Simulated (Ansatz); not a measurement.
# SiC: start and end of a relaxation

Recipe of this trial structure of SiC: 4-connected net, two elements alternating (Pbam, No. 55). The dimensions are guesses.

POSCAR.start

```
Si C
1.0
     5.56765    0.00000    0.00000
     0.00000    7.67880    0.00000
     0.00000    0.00000    2.67546
Si C
6 6
Direct
  0.58691 0.64906 0.50000
  0.41309 0.35094 0.50000
  0.00000 0.50000 0.00000
  0.08691 0.85094 0.50000
  0.91309 0.14906 0.50000
  0.50000 0.00000 0.00000
  0.08691 0.35094 0.50000
  0.91309 0.64906 0.50000
  0.50000 0.50000 0.00000
  0.58691 0.14906 0.50000
  0.41309 0.85094 0.50000
  0.00000 0.00000 0.00000
```

Level of theory: DFT PBE, scalar-relativistic, plane waves, PAW (Ansatz). Cutoff 420 eV, Gaussian smearing, Γ-centred meshes. Cell and atoms relax first on a coarse mesh and then on a finer one. In between, the cell is made exact in the group found at 0.06 Å. In metals the finer mesh still leaves noise of several meV/atom or more. The steps can't lower the symmetry of their start. No spin polarisation in the relaxation; trial moments died out in a coarse test.

POSCAR.end

```
Si C
1.0
     5.22299    0.00000    0.00000
     0.00000    8.19217    0.00000
     0.00000    0.00000    2.93647
Si C
6 6
Direct
  0.59116 0.64498 0.50000
  0.40884 0.35502 0.50000
  0.00000 0.50000 0.00000
  0.09116 0.85502 0.50000
  0.90884 0.14498 0.50000
  0.50000 0.00000 0.00000
  0.05500 0.34648 0.50000
  0.94500 0.65352 0.50000
  0.50000 0.50000 0.00000
  0.55500 0.15352 0.50000
  0.44500 0.84648 0.50000
  0.00000 0.00000 0.00000
```

The symmetry stays Pbam (No. 55). The volume per atom grows by 9.8 %, from 9.5 to 10.5 Å³. The shortest distance stays 1.82 Å (Si–C). The energy falls by about 0.26 eV/atom (the start's value is from the coarse mesh).

```yaml
Volume_per_atom: 10.47 Å³
Density: 3.18 g/cm³
Energy_over_the_elements: +0.38 eV/atom
Gap_on_the_8×6×12_mesh_of_the_12-atom_cell: 0 eV (the bands overlap slightly)
```

The zero of energy is the elements' standard structures at the same level; no fitted shifts are applied. It can't be a ground state, since the elements alone are lower.

The last run used Gaussian smearing of 0.10 eV. The zero gap may come from the functional, which often closes small gaps. The reference form of C is held partly by dispersion forces, which this level lacks. Symmetry constrained the relaxation, so the result can be a saddle point. In all, the 3 runs took 4.3 min on 1 thread of Intel(R) Xeon(R) Processor, on a shared host.
